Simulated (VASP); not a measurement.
Wanted: the native input for a VASP 6.6.1 run.

* Task: single point
* Functional: r2SCAN
* Potentials or basis: VASP PAW PBE potentials, release 64 (Zr_sv, H)
* Cutoff: 520 eV
* k mesh: 7 × 7 × 7
* Occupations: methfessel-paxton, width 0.1 eV
* Spin: no spin polarisation
* Dipole correction: no
* Further INCAR settings: ALGO = Normal; EDIFF = 1e-06; NBANDS = 16

The system is ZrH3.

```
Zr H
1.0
     3.01812    0.00000    0.00000
     0.00000    3.01812    0.00000
     0.00000    0.00000    3.01812
Zr H
1 3
Direct
  0.00000 0.00000 0.00000
  0.00000 0.50000 0.50000
  0.50000 0.00000 0.50000
  0.50000 0.50000 0.00000
```

The cell comes from a database or a generator and needn't be the stable form of this composition.

One way to write it, as run:

POSCAR

```
ZrH3
1.0
    3.0181198163      0.0000000000      0.0000000000
    0.0000000000      3.0181198163      0.0000000000
    0.0000000000      0.0000000000      3.0181198163
Zr H
1 3
Direct
    0.0000000000      0.0000000000      0.0000000000
    0.0000000000      0.5000000000      0.5000000000
    0.5000000000      0.0000000000      0.5000000000
    0.5000000000      0.5000000000      0.0000000000
```

INCAR.step1

```
  ALGO = Normal
  EDIFF = 1E-4
  ENCUT = 520
  GGA = PE
  ISMEAR = 1
  LASPH = True
  LCHARG = False
  LREAL = False
  LWAVE = True
  NBANDS = 16
  NELM = 60
  PREC = Accurate
  SIGMA = 0.1
```

INCAR.step2

```
  ALGO = Normal
  EDIFF = 1E-6
  ENCUT = 520
  ISIF = 2
  ISMEAR = 1
  ISTART = 1
  LASPH = True
  LCHARG = False
  LMIXTAU = True
  LREAL = False
  LWAVE = False
  METAGGA = R2SCAN
  NBANDS = 16
  NELM = 60
  PREC = Accurate
  SIGMA = 0.1
```

KPOINTS

```
k-points
0
Gamma
  7 7 7
```

Potentials or basis: VASP PAW PBE potentials, release 64 (Zr_sv, H).

Launch:

```console
$ cat potpaw_PBE.64/Zr_sv/POTCAR potpaw_PBE.64/H/POTCAR > POTCAR
$ cp INCAR.step1 INCAR
$ mpirun -np 1 vasp_std > vasp.out
$ cp INCAR.step2 INCAR
$ mpirun -np 1 vasp_std > vasp.out
```

It gave:

- Pressure: 15.0 GPa
- Band gap on the k mesh: none (metal or under the smearing width)

Caveat: so large a pressure means that the cell lies far from this level's equilibrium, or that cutoff or potentials fall short; the potentials were made for another functional, which shifts forces and pressure.

It took 41 s on 1 thread of Intel(R) Xeon(R) Platinum 8375C CPU @ 2.90GHz (Ice Lake), with other jobs on the host, peak memory 0.14 GiB.
